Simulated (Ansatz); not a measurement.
# Sb: other elements on the same sites

An exercise on one series of results from a longer session: the logs are not shown, and one member is left open.

Computed with Ansatz 0.2.0 (DFT PBEsol, scalar-relativistic, plane waves, PAW, unless a step's input says otherwise).

3 further runs of the same task are left out: 3 set aside as unsound or not needed. Runs told in other sessions of the task aren't counted.

## The starting structure

Symmetry: Pm-3m, No. 221, cubic system. The conventional cell has a = 3.062 Å, b = 3.062 Å, c = 3.062 Å, α = 90.00°, β = 90.00°, γ = 90.00°. Sb (site symmetry m-3m) is surrounded by 6 Sb at 3.06 Å.

Structure file:

```
Sb
1.0
     3.06174    0.00000    0.00000
     0.00000    3.06174    0.00000
     0.00000    0.00000    3.06174
Sb
1
Direct
  0.00000 0.00000 0.00000
```

This cell was relaxed beforehand with the same method: volume 28.70 Å³/atom, gap on the mesh none (metal).

Set-up of the first run:

input.yaml reads:

```yaml
crystal:
  lattice:
    - [3.8022838393, 0.0, 0.0]
    - [0.0, 3.8022838393, 0.0]
    - [0.0, 0.0, 3.8022838393]
  atoms:
    - { symbol: "Y", position: [0.0, 0.0, 0.0] }
basis:
  ecutwfc: 420
kpoints:
  mp_grid: { grid: [6, 6, 6] }
hamiltonian:
  xc: pbesol
scf:
  occupations: { method: gaussian, width: 0.1 }
output:
  forces: true
  stress: true
  eigenvalues: true
```

Command:

```bash
> ansatz run input.yaml --threads 1 --pin off --max-ram 2560MiB --backend cpu --events-out ev --progress --plain --runs-dir out
```

Among the steps run: A first look at the start (Y); Full relaxation (Y); Relaxation repeated (Y).

One of the session's tables, all rows but one given; the rest of the session is left out.

It belongs to the step «The crystals compared». Lengths are those of the vectors of the cell that was run:

| swap | volume (Å³/atom) | a (Å) | b (Å) | c (Å) |
| --- | --- | --- | --- | --- |
| none | 28.70 | 3.062 | 3.062 | 3.062 |
| Sb → Ta | ? | ? | ? | ? |
| Sb → Fe | 12.62 | 2.328 | 2.328 | 2.328 |
| Sb → In | 27.34 | 3.012 | 3.012 | 3.012 |
| Sb → As | 19.45 | 2.689 | 2.689 | 2.689 |
| Sb → N | 6.12 | 1.829 | 1.829 | 1.829 |
| Sb → Y | 32.47 | 3.190 | 3.190 | 3.190 |

Estimate the missing values for Sb → Ta.

**Answer.** volume (Å³/atom): 19.92; a (Å): 2.711; b (Å): 2.711; c (Å): 2.711. In the column «volume (Å³/atom)» it lies between Sb → As (19.45) and Sb → In (27.34).

Lengths are those of the computed cell. Rows of earlier swaps come from the sessions before.
